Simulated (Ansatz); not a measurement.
FeO and the effect of the pressure

The cell as given:

The structure is trigonal, space group R-3m (No. 166). Conventional cell: a = 3.038 Å, b = 3.038 Å, c = 7.559 Å, α = 90.00°, β = 90.00°, γ = 120.00°. Fe (site symmetry -3m) is surrounded by 6 O at 2.16 Å. Around O (site symmetry -3m) lie 6 Fe at 2.16 Å.

Kept alike: task relaxation of cell and atoms; functional PBEsol; k mesh 11 × 11 × 11; occupations fermi-dirac, width 0.05 eV; collinear spin, ferromagnetic start. Program: Ansatz, all-electron LAPW, scalar-relativistic. The mesh is that of the run's cell of 2 atoms. No spin-orbit coupling.

```csv
"pressure, P (GPa)",volume (Å³/atom),largest site moment (μB)
0,9.567,3.58
5,?,3.57
10,9.148,3.55
20,8.747,3.44
```

The relaxations keep at least the cell's symmetry (R-3m). The measured crystal is an antiferromagnetic insulator; a metallic or parallel state is the runs' own. Runs of this series that gave no sound value for these columns are left out. The runs follow the start's structure, whether or not it is the stable one at these pressures. P is the pressure aimed at, which the runs meet within some hundredths to tenths of a GPa. The runs hold the magnetic state that their start led to, which needn't be the lowest. Site moments count inside each atom's sphere or projector.

Task: Fit the rows shown and predict the run at 5 GPa.

Result: A least-squares line through the rows shown is volume = -0.041 P + 9.564 (largest miss 0.0060); at P = 5 it gives 9.359 Å³/atom. The run gave: volume 9.350 Å³/atom.
